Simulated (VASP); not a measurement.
Here is a VASP 6.6.1 calculation.

File INCAR:

```
PREC     = Accurate       # precision mode
ENCUT    = 600            # plane-wave cutoff, eV
EDIFF    = 1E-6           # SCF threshold, eV
ISMEAR   = 0              # smearing method
SIGMA    = 0.1            # smearing width, eV
LREAL    = False          # projectors in reciprocal space
LASPH    = True           # aspherical terms in the spheres
NELM     = 100            # most SCF steps
ALGO     = Fast           # electronic algorithm
ISIF     = 3              # what is computed and relaxed
LWAVE    = False          # write WAVECAR
LCHARG   = False          # write CHGCAR
GGA      = PE             # functional
IVDW     = 12             # dispersion correction
IBRION   = 2              # ionic algorithm
NSW      = 100            # ionic steps
EDIFFG   = -0.01          # ionic threshold
```

File KPOINTS:

```
regular mesh
0
Gamma
  18 18 14
```

File POSCAR:

```
TiB2
1.0
    3.0090363989      0.0000000000      0.0000000000
   -1.5045181995      2.6059019624      0.0000000000
    0.0000000000      0.0000000000      3.1707172704
Ti B
1 2
Direct
    0.0000000000      0.0000000000      0.0000000000
    0.3333333333      0.6666666667      0.5000000000
    0.6666666667      0.3333333333      0.5000000000
```

Potentials or basis: VASP PAW PBE potentials, release 64 (Ti_sv, B).

Launch:

```console
$ cat potpaw_PBE.64/Ti_sv/POTCAR potpaw_PBE.64/B/POTCAR > POTCAR
$ mpirun -np 1 vasp_std > vasp.out
```

(1) What does it give for the dispersion energy per atom?

(2) Predict the band gap on the k mesh.

## Answers

(1) -0.433 eV.

(2) none (metal or under the smearing width).
